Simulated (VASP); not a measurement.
CoO:

```
CELL_PARAMETERS angstrom
0.00000 2.13150 2.13150
2.13150 0.00000 2.13150
2.13150 2.13150 0.00000
ATOMIC_POSITIONS crystal
Co 0.00000 0.00000 0.00000
O 0.50000 0.50000 0.50000
```

- Program: VASP 6.6.1
- Task: relaxation of cell and atoms
- Functional: PBEsol
- Potentials or basis: VASP PAW PBE potentials, release 64 (Co, O)
- Cutoff: 600 eV
- k mesh: 10 × 10 × 10
- Occupations: fermi-dirac, width 0.05 eV
- Spin: collinear spin, ferromagnetic start
- Starting moments: [2.0, 0.0] μB

At the start: pressure -11.5 GPa; volume 9.68 Å³/atom.

Question: Where does the relaxation end?

Answer: Over 4 steps the energy falls by 24.6 meV/atom and the volume is 9.02 Å³/atom (-6.9 %); space group Fm-3m (No. 225, to 0.05 Å); moment 2.73 μB per cell.

Step by step:
```tsv
step	energy change (eV)	largest force (eV/Å)	pressure (GPa)	volume (Å³)
1	0.0000	0.0000	-11.50	19.37
2	-0.0416	0.0000	4.07	17.48
3	-0.0491	0.0000	0.33	18.00
4	-0.0492	0.0000	0.09	18.04
```

Final structure:
```
CELL_PARAMETERS angstrom
0.00000 2.08148 2.08148
2.08148 0.00000 2.08148
2.08148 2.08148 0.00000
ATOMIC_POSITIONS crystal
Co 0.00000 0.00000 0.00000
O 0.50000 0.50000 0.50000
```

Caveat: the PAW data sets were made with another functional, which shifts forces and pressure a little; a cell with one magnetic atom can't hold antiferromagnetic order, which such compounds often take.
